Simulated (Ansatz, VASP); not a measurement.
## Bi: VASP beside Ansatz

INCAR

```
SYSTEM = Bi
  PREC = Accurate
  ENCUT = 520
  EDIFF = 1E-6
  ISMEAR = -1
  SIGMA = 0.05
  LREAL = .FALSE.
  LASPH = .TRUE.
  NELM = 60
  ALGO = Fast
  ISIF = 2
  LWAVE = .FALSE.
  LCHARG = .TRUE.
  GGA = PS
  LELF = .TRUE.
  LVHAR = .TRUE.
  NBANDS = 22
```

KPOINTS

```
regular mesh
0
G
  8 8 4
  0 0 0
```

Contents of POSCAR:

```
Bi
1.0
    3.2598230713      0.0000000000      0.0000000000
    0.0000000000      3.2429793280      0.0000000000
   -0.0809877086      0.0000000000      6.4865647921
Bi
2
Direct
    0.5442472500      0.0000000000      0.7495778900
    0.4557527500      0.0000000000      0.2504221100
```

input.yaml

```yaml
crystal:
  lattice:
    - [3.2598230713, 0.0, 0.0]
    - [0.0, 3.242979328, 0.0]
    - [-0.0809877086, 0.0, 6.4865647921]
  atoms:
    - { symbol: Bi, position: [0.54424725, 0.0, 0.74957789] }
    - { symbol: Bi, position: [0.45575275, 0.0, 0.25042211] }
hamiltonian:
  xc: pbesol
  pseudopotentials: { kind: paw }
kpoints:
  mp_grid: { grid: [8, 8, 4] }
scf:
  occupations: { method: fermi_dirac, width: 0.05 }
output:
  forces: true
  stress: true
  eigenvalues: true
```

This isn't the form of Bi at room conditions, which is rhombohedral.

Alike in both runs: task single point; functional PBEsol; k mesh 8 × 8 × 4; occupations fermi-dirac, width 0.05 eV; no spin polarisation.

|  | VASP | Ansatz |
| --- | --- | --- |
| version | VASP 6.6.1 | Ansatz 0.2.0 |
| potentials or method | VASP PAW PBE potentials, release 64 (Bi_d) | Ansatz PAW |
| plane-wave cutoff (eV) | 520 | 420 |
| valence electrons in the cell | 30 | 30 |

```tsv
	VASP	Ansatz	Ansatz less VASP
gap on the k mesh at the Fermi level (eV)	none	none	-
pressure (GPa)	-1.5	-1.4	+0.08
largest component of the traceless stress (GPa)	0.55	0.55	0.000
rms of the force components (eV/Å)	0.009	0.009	+0.0001
```

Atom by atom the forces differ by 0.000 eV/Å (rms over components). A gap of «none» marks a metal or a gap that the smearing closes. The functional is the same, so the differences come from potentials, cutoffs and numerics.

Caveats: spin-orbit coupling is left out, which moves the levels of the heavy elements; the PAW data sets were made with another functional, which shifts forces and pressure a little (VASP); the PAW data sets come from PBE, with cores solved anew for the run's functional, which leaves a small shift of forces and pressure (Ansatz).
